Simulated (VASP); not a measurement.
# InAs (F-43m) in VASP: single point with r2SCAN

Aim: the single point of InAs with r2SCAN.

All numbers are computed with VASP 6.6.1; they aren't measurements. Logs are shortened: lines on timing, memory, paths and dates and some standing lists are left out, and cuts for length are marked.

**Measured values to compare with.**

From a printed reference work, data compilation, for a bulk crystal of InAs at 4.2 K: band gap 0.418 eV (direct).

How close the calculation comes is told below.

**1. The crystal as given**

Symmetry: F-43m, No. 216, cubic system. Conventional cell: a = 6.048 Å, b = 6.048 Å, c = 6.048 Å, α = 90.00°, β = 90.00°, γ = 90.00°. In (site symmetry -43m) is surrounded by 4 As at 2.62 Å. As (site symmetry -43m) is surrounded by 4 In at 2.62 Å.

**2. Single point, r2SCAN**

Input file POSCAR:

```
InAs
1.0
    0.0000000000      3.0240000000      3.0240000000
    3.0240000000      0.0000000000      3.0240000000
    3.0240000000      3.0240000000      0.0000000000
In As
1 1
Direct
    0.0000000000      0.0000000000      0.0000000000
    0.7500000000      0.7500000000      0.7500000000
```

Input file INCAR.step1:

```
  ALGO = Normal
  EDIFF = 1E-4
  ENCUT = 520
  GGA = PE
  ISMEAR = 0
  LASPH = True
  LCHARG = False
  LREAL = False
  LWAVE = True
  NBANDS = 16
  NELM = 80
  PREC = Accurate
  SIGMA = 0.1
```

Input file INCAR.step2:

```
  ALGO = Normal
  EDIFF = 1E-6
  ENCUT = 520
  ISIF = 2
  ISMEAR = 0
  ISTART = 1
  LASPH = True
  LCHARG = False
  LMIXTAU = True
  LREAL = False
  LWAVE = False
  METAGGA = R2SCAN
  NBANDS = 16
  NELM = 80
  PREC = Accurate
  SIGMA = 0.1
```

Input file KPOINTS:

```
k-points
0
Gamma
  6 6 6
```

Potentials or basis: VASP PAW PBE potentials, release 64 (In_d, As).

Run with:

```console
> cat potpaw_PBE.64/In_d/POTCAR potpaw_PBE.64/As/POTCAR > POTCAR
> cp INCAR.step1 INCAR
> mpirun -np 1 vasp_std > vasp.out
> cp INCAR.step2 INCAR
> mpirun -np 1 vasp_std > vasp.out
```

OUTCAR:

```text
EDIFF = 1E-6
   ENCUT = 520
   ISIF = 2
   ISMEAR = 0
   ISTART = 1
   LASPH = True
   LREAL = False
   METAGGA = R2SCAN
   NELM = 80
   PREC = Accurate

 ion  position               nearest neighbor table
   1  0.000  0.000  0.000-   2 2.62   2 2.62   2 2.62   2 2.62
   2  0.750  0.750  0.750-   1 2.62   1 2.62   1 2.62   1 2.62

  LATTYP: Found a face centered cubic cell.
 ALAT       =     6.0480000000

  Lattice vectors:

 A1 = (   0.0000000000,   3.0240000000,   3.0240000000)
 A2 = (   3.0240000000,   0.0000000000,   3.0240000000)
 A3 = (   3.0240000000,   3.0240000000,   0.0000000000)

Analysis of symmetry for initial positions (statically):
=====================================================================
 Subroutine PRICEL returns:
 Original cell was already a primitive cell.

 Routine SETGRP: Setting up the symmetry group for a
 face centered cubic supercell.

 Subroutine GETGRP returns: Found 24 space group operations
 (whereof 24 operations were pure point group operations)
 out of a pool of 48 trial point group operations.

The static configuration has the point symmetry T_d .

Analysis of symmetry for dynamics (positions and initial velocities):
=====================================================================
 Subroutine PRICEL returns:
 Original cell was already a primitive cell.

 Routine SETGRP: Setting up the symmetry group for a
 face centered cubic supercell.

 Subroutine GETGRP returns: Found 24 space group operations
 (whereof 24 operations were pure point group operations)
 out of a pool of 48 trial point group operations.

The dynamic configuration has the point symmetry T_d .

 Subroutine INISYM returns: Found 24 space group operations
 (whereof 24 operations are pure point group operations),
 and found     1 'primitive' translations

----------------------------------------------------------------------------------------

                                     Primitive cell

  volume of cell :      55.3064

  direct lattice vectors                    reciprocal lattice vectors
     0.000000000  3.024000000  3.024000000    -0.165343915  0.165343915  0.165343915
     3.024000000  0.000000000  3.024000000     0.165343915 -0.165343915  0.165343915
     3.024000000  3.024000000  0.000000000     0.165343915  0.165343915 -0.165343915

  length of vectors
     4.276581813  4.276581813  4.276581813     0.286384062  0.286384062  0.286384062

  position of ions in fractional coordinates (direct lattice)
     0.000000000  0.000000000  0.000000000
     0.750000000  0.750000000  0.750000000

  ion indices of the primitive-cell ions
   primitive index   ion index
                 1           1
                 2           2

----------------------------------------------------------------------------------------

 KPOINTS: k-points

Automatic generation of k-mesh.
 Grid dimensions read from file:
 generate k-points for:    6    6    6

 Generating k-lattice:

  Cartesian coordinates                     Fractional coordinates (reciprocal lattice)
    -0.027557319  0.027557319  0.027557319     0.166666667  0.000000000  0.000000000
     0.027557319 -0.027557319  0.027557319     0.000000000  0.166666667  0.000000000
     0.027557319  0.027557319 -0.027557319     0.000000000  0.000000000  0.166666667

  Length of vectors
     0.047730677  0.047730677  0.047730677

  Shift w.r.t. Gamma in fractional coordinates (k-lattice)
     0.000000000  0.000000000  0.000000000

 Subroutine IBZKPT returns following result:
 ===========================================

 Found     16 irreducible k-points:

 Following reciprocal coordinates:
            Coordinates               Weight
  0.000000  0.000000  0.000000      1.000000
  0.166667  0.000000  0.000000      8.000000
  0.333333  0.000000  0.000000      8.000000
  0.500000  0.000000  0.000000      4.000000
  0.166667  0.166667  0.000000      6.000000
  0.333333  0.166667  0.000000     24.000000
[... 8 lines left out ...]
 -0.333333  0.333333  0.166667     24.000000
 -0.333333  0.500000  0.166667     12.000000
   k-points           NKPTS =     16   k-points in BZ     NKDIM =     16   number of bands    NBANDS=     16
   number of dos      NEDOS =    301   number of ions     NIONS =      2
   total plane-waves  NPLWV =  32768
   dimension x,y,z NGX =    32 NGY =   32 NGZ =   32
   dimension x,y,z NGXF=    64 NGYF=   64 NGZF=   64
   ions per type =               1   1
   NGX,Y,Z   is equivalent  to a cutoff of  12.44, 12.44, 12.44 a.u.
   NGXF,Y,Z  is equivalent  to a cutoff of  24.88, 24.88, 24.88 a.u.
 SYSTEM =  unknown system
   PREC   = accura    normal or accurate (medium, high low for compatibility)
   ISTART =      1    job   : 0-new  1-cont  2-samecut
   ICHARG =      0    charge: 1-file 2-atom 10-const
   ISPIN  =      1    spin polarized calculation?
   LNONCOLLINEAR =      F non collinear calculations
   LSORBIT =      F    spin-orbit coupling
   LASPH  =      T    aspherical Exc in radial PAW
   ENCUT  =  520.0 eV  38.22 Ry    6.18 a.u.   7.95  7.95  7.95*2*pi/ulx,y,z
   NELM   =     80;   NELMIN=  2; NELMDL=  0     # of ELM steps
   EDIFF  = 0.1E-05   stopping-criterion for ELM
   LREAL  =      F    real-space projection
   EDIFFG = 0.1E-04   stopping-criterion for IOM
   NSW    =      0    number of steps for IOM
   IBRION =     -1    ionic relax: 0-MD 1-quasi-New 2-CG
   NFREE  =      0    steps in history (QN), initial steepest desc. (CG)
   ISIF   =      2    stress and relaxation
   ISYM   =      2    0-nonsym 1-usesym 2-fastsym
   POTIM  = 0.5000    time-step for ionic-motion
   TEBEG  =    0.0;   TEEND  =   0.0 temperature during run
   PSTRESS=    0.0 pullay stress
   NELECT =      18.0000    total number of electrons
   NUPDOWN=      -1.0000    fix difference up-down
   EMIN   =  10.00;   EMAX   =-10.00  energy-range for DOS
   EFERMI =   0.00;   METHOD = LEGACY
   ISMEAR =     0;   SIGMA  =   0.10  broadening in eV -4-tet -1-fermi 0-gaus
   EFERMI_NEDOS =   21; number of points for ismear=-14 and -15
   IALGO  =     38    algorithm
   IMIX   =      4    mixing-type and parameters
     AMIX     =   0.40;   BMIX     =  1.00
     AMIX_MAG =   1.60;   BMIX_MAG =  1.00
  volume/ion in A,a.u.               =      27.65       186.61
  Fermi-wavevector in a.u.,A,eV,Ry     =   1.126092  2.128005 17.253320  1.268083
  Thomas-Fermi vector in A             =   2.262772
   LORBIT       =      0    0 simple, 1 ext, 2 COOP (PROOUT), +10 PAW based schemes
   METAGGA = R2SCAN    functional components
   LHFCALC =     F    Hartree Fock is set to
   AEXX    =    0.0000 exact exchange contribution
   IVDW    =     0    specifies the selected vdW correction
   LEPSILON=     F    determine dielectric tensor
   LRPA    =     F    only Hartree local field effects (RPA)
 non-spin polarized calculation
 Gauss-broadening in eV      SIGMA  =   0.10
  energy-cutoff  :      520.00
  volume of cell :       55.31
 maximum number of plane-waves:      1524
   NGX = 15   NGY = 15   NGZ = 15

 number of electron      17.9999990 magnetization

 Free energy of the ion-electron system (eV)
  ---------------------------------------------------
  ext. energy  EPLUGINS =         0.00000000
  ---------------------------------------------------
  free energy    TOTEN  =       -38.03548260 eV

  energy without entropy =      -38.03528687  energy(sigma->0) =      -38.03538474

 E-fermi :   4.4157     XC(G=0):  -9.6524

 val. band max:        4.2749809809   @ k =   0.0000   0.0000   0.0000
 cond. band min:       4.5202171665   @ k =   0.0000   0.0000   0.0000
 fundamental gap:      0.2452361857
 Fermi energy:         4.4157425793

 k-point     1 :       0.0000    0.0000    0.0000
  band No.  band energies     occupation
      1     -10.5826      2.00000
      2     -10.5826      2.00000
      3     -10.5826      2.00000
      4     -10.4352      2.00000
      5     -10.4352      2.00000
      6      -8.0215      2.00000
[... 8 lines left out ...]
     15      14.4448      0.00000
     16      14.4448      0.00000

 k-point     2 :       0.1667    0.0000    0.0000
  band No.  band energies     occupation
      1     -10.6200      2.00000
      2     -10.5720      2.00000
      3     -10.5720      2.00000
      4     -10.4351      2.00000
      5     -10.4351      2.00000
      6      -7.7236      2.00000
[... 8 lines left out ...]
     15      13.3552      0.00000
     16      13.4250      0.00000

 k-point     3 :       0.3333    0.0000    0.0000
  band No.  band energies     occupation
      1     -10.6871      2.00000
      2     -10.5541      2.00000
      3     -10.5541      2.00000
      4     -10.4314      2.00000
      5     -10.4314      2.00000
      6      -6.9854      2.00000
[... 8 lines left out ...]
     15      13.8774      0.00000
     16      13.8774      0.00000

 k-point     4 :       0.5000    0.0000    0.0000
  band No.  band energies     occupation
      1     -10.7177      2.00000
      2     -10.5472      2.00000
      3     -10.5472      2.00000
      4     -10.4273      2.00000
      5     -10.4273      2.00000
      6      -6.4771      2.00000
[... 8 lines left out ...]
     15      15.6608      0.00000
     16      15.6608      0.00000
[... 172 lines left out ...]
 k-point    14 :       0.5000    0.3333    0.1667
  band No.  band energies     occupation
      1     -10.7327      2.00000
      2     -10.5336      2.00000
      3     -10.5210      2.00000
      4     -10.4512      2.00000
      5     -10.4230      2.00000
      6      -6.4276      2.00000
[... 8 lines left out ...]
     15      15.5384      0.00000
     16      16.9418      0.00000

 k-point    15 :      -0.3333    0.3333    0.1667
  band No.  band energies     occupation
      1     -10.7465      2.00000
      2     -10.5323      2.00000
      3     -10.5117      2.00000
      4     -10.4471      2.00000
      5     -10.4269      2.00000
      6      -6.0377      2.00000
[... 8 lines left out ...]
     15      15.7883      0.00000
     16      16.6978      0.00000

 k-point    16 :      -0.3333    0.5000    0.1667
  band No.  band energies     occupation
      1     -10.7637      2.00000
      2     -10.5185      2.00000
      3     -10.4996      2.00000
      4     -10.4593      2.00000
      5     -10.4205      2.00000
      6      -5.8698      2.00000
[... 8 lines left out ...]
     15      16.5329      0.00000
     16      16.8392      0.00000

------------------------ aborting loop because EDIFF is reached ----------------------------------------

  FORCE on cell =-STRESS in cart. coord.  units (eV):
  Direction    XX          YY          ZZ          XY          YZ          ZX
  --------------------------------------------------------------------------------------
  -------------------------------------------------------------------------------------
  Total        0.6371840      0.6371840      0.6371840     -0.0000000     -0.0000000     -0.0000000
  in kB       18.4586567     18.4586567     18.4586567     -0.0000000     -0.0000000     -0.0000000
  external PRESSURE =      18.4586567 kB  Pullay stress =       0.0000000 kB

 VOLUME and BASIS-vectors are now :
 -----------------------------------------------------------------------------
  energy-cutoff  :      520.00
  volume of cell :       55.31
      direct lattice vectors                 reciprocal lattice vectors
     0.000000000  3.024000000  3.024000000    -0.165343915  0.165343915  0.165343915
     3.024000000  0.000000000  3.024000000     0.165343915 -0.165343915  0.165343915
     3.024000000  3.024000000  0.000000000     0.165343915  0.165343915 -0.165343915

 POSITION                                       TOTAL-FORCE (eV/Angst)
 -----------------------------------------------------------------------------------
      0.00000      0.00000      0.00000         0.000000      0.000000      0.000000
      4.53600      4.53600      4.53600        -0.000000     -0.000000     -0.000000
 -----------------------------------------------------------------------------------
    total drift:                                0.000003      0.000003      0.000004

  FREE ENERGIE OF THE ION-ELECTRON SYSTEM (eV)
  ---------------------------------------------------
  free  energy   TOTEN  =       -38.0354825971 eV

  energy  without entropy=      -38.0352868732  energy(sigma->0) =      -38.03538474
```

It took 48 s on 1 thread of Intel Xeon Platinum 8488C (Sapphire Rapids), shared host; peak memory 0.19 GiB.

Results:

| Property | Result |
| --- | --- |
| Free energy | -38.0355 eV |
| Pressure | 1.8 GPa |
| Band gap on the k mesh | 0.25 eV, direct |

Caveat: the PAW data sets were made with another functional, which shifts forces and pressure a little; spin-orbit coupling is left out, which moves the levels of the heavy elements.

**3. Comparison with measurements**

Step 2. Measured gap of InAs: 0.418 eV (direct; 4.2 K; a printed reference work, data compilation). This calculation gives 0.25 eV (-0.17 eV). Spin-orbit coupling on As, In is left out. The value is that of r2SCAN, without temperature or zero-point motion.
